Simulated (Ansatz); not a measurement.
Relaxed-ion elastic tensor of CaF$_{2}$ (fluorite, Fm-3m) in GPa (Voigt order), DFT-r²SCAN in the program Ansatz with PAW potentials; density 3.22 g/cm³, 13.42 Å³ per atom.

```
 171  48.6  48.6   0.0   0.0   0.0
48.6   171  48.6   0.0   0.0   0.0
48.6  48.6   171   0.0   0.0   0.0
 0.0   0.0   0.0  35.3   0.0   0.0
 0.0   0.0   0.0   0.0  35.3   0.0
 0.0   0.0   0.0   0.0   0.0  35.3
```

### Question
Is the crystal mechanically stable?

### Answer
Yes: the smallest eigenvalue of C is 35.3 GPa.

### Question
Work out the Voigt, Reuss and Hill averages.

### Answer
K_V = 89.6, K_R = 89.6, K_H = 89.6; G_V = 45.7, G_R = 42.5, G_H = 44.1 GPa.

### Question
Give Young's modulus, Poisson's ratio, Pugh's ratio and the universal anisotropy index.

### Answer
E = 9KG/(3K + G) = 114 GPa; ν = 0.29; K/G = 2.03 (ductile by the Pugh limit of 1.75); A_U = 5G_V/G_R + K_V/K_R − 6 = 0.38.

### Question
Estimate the sound speeds and the Debye temperature.

### Answer
v_l = √((K + 4G/3)/ρ) = 6790 m/s, v_t = √(G/ρ) = 3700 m/s, mean 4130 m/s; Θ = (h/k)(3n/4πV)^(1/3) v_m = 517 K.

### Question
Give the Zener ratio and Young's modulus along [100], [110] and [111].

### Answer
A = 2C44/(C11 − C12) = 0.58; 1/E = S11 − 2(S11 − S12 − S44/2)Γ with Γ = 0, 1/4, 1/3 gives 150, 103, 93.6 GPa.

### Question
Solve the Christoffel equation for the three sound speeds along [100], [110], [111].

### Answer
Eigenvalues of C_ijkl n_j n_l equal ρv². In km/s, slowest first: [100] 3.31, 3.31, 7.30; [110] 3.31, 4.37, 6.72; [111] 4.05, 4.05, 6.51.

The cell was relaxed with r²SCAN under the symmetry of its start; phonons on a q-mesh show no instability.

Potentials: the earlier of the program's two PAW sets.
